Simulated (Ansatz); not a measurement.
Wanted: the native input for an Ansatz 0.2.0 run.

```
Task                : relaxation of cell and atoms
Functional          : LDA
Potentials or basis : Ansatz PAW
Cutoff              : 420 eV (not typed: the program's choice for these potentials)
k mesh              : 10 × 10 × 8
Occupations         : fermi-dirac, width 0.05 eV
Spin                : no spin polarisation
Hubbard terms       : Ti d U = 8 eV
Hubbard projectors  : ortho-atomic (the default)
Double counting     : fll (the default)
```

Crystal: TiB2.

```
Ti B
1.0
     3.02920    0.00000    0.00000
    -1.51460    2.62336    0.00000
     0.00000    0.00000    3.22840
Ti B
1 2
Direct
  0.00000 0.00000 0.00000
  0.66667 0.33333 0.50000
  0.33333 0.66667 0.50000
```

One way to write it, as run:

input.yaml

```yaml
crystal:
  lattice:
    - [3.0292, 0.0, 0.0]
    - [-1.5146, 2.6233641531, 0.0]
    - [0.0, 0.0, 3.2284]
  atoms:
    - { symbol: Ti, position: [0.0, 0.0, 0.0] }
    - { symbol: B, position: [0.6666666667, 0.3333333333, 0.5] }
    - { symbol: B, position: [0.3333333333, 0.6666666667, 0.5] }
hamiltonian:
  xc: lda
  pseudopotentials: { kind: paw }
  hubbard: { sites: [{ species: Ti, l: d, u_eff: 8.0 }] }
kpoints:
  mp_grid: { grid: [10, 10, 8] }
scf:
  occupations: { method: fermi_dirac, width: 0.05 }
output:
  forces: true
  stress: true
  eigenvalues: true
  write_density: true
  write_potential: true
  elf: true
  volumetric_format: npy
relax:
  f_tol: 0.01
  max_steps: 40
  cell: { stress_tol: 0.05 }
```

Potentials or basis: Ansatz PAW.

The run is started by

```sh
$ ansatz run input.yaml --threads 2 --pin off --max-ram 5632MiB --backend cpu --events-out ev --progress --plain --runs-dir out
```

It gave:

```yaml
Relaxed_volume: 8.46 Å³/atom
Relaxed_cell: a = 3.001 Å, b = 3.001 Å, c = 3.254 Å, α = 90.00°, β = 90.00°, γ = 120.00°
Space_group_after_relaxing_to_0.05_Å: P6/mmm (No. 191)
Energy_gained_by_relaxing: 3.2 meV/atom
Ionic_steps: 5
Pressure_after_relaxing: 0.0 GPa
Band_gap_on_the_k_mesh: none (metal or under the smearing width)
```

Caveat: the plane-wave basis is chosen anew once the cell has moved, so the energies of steps on either side of that aren't comparable; U without spin polarisation on a metal has little footing; the PAW data sets come from PBE, with cores solved anew for the run's functional, which leaves a small shift of forces and pressure; the U is typed as a test and isn't derived for this compound.

Run time: 7.5 s on 2 threads of Intel(R) Xeon(R) Processor @ 2.70GHz, on a shared host, peak memory 0.37 GiB.
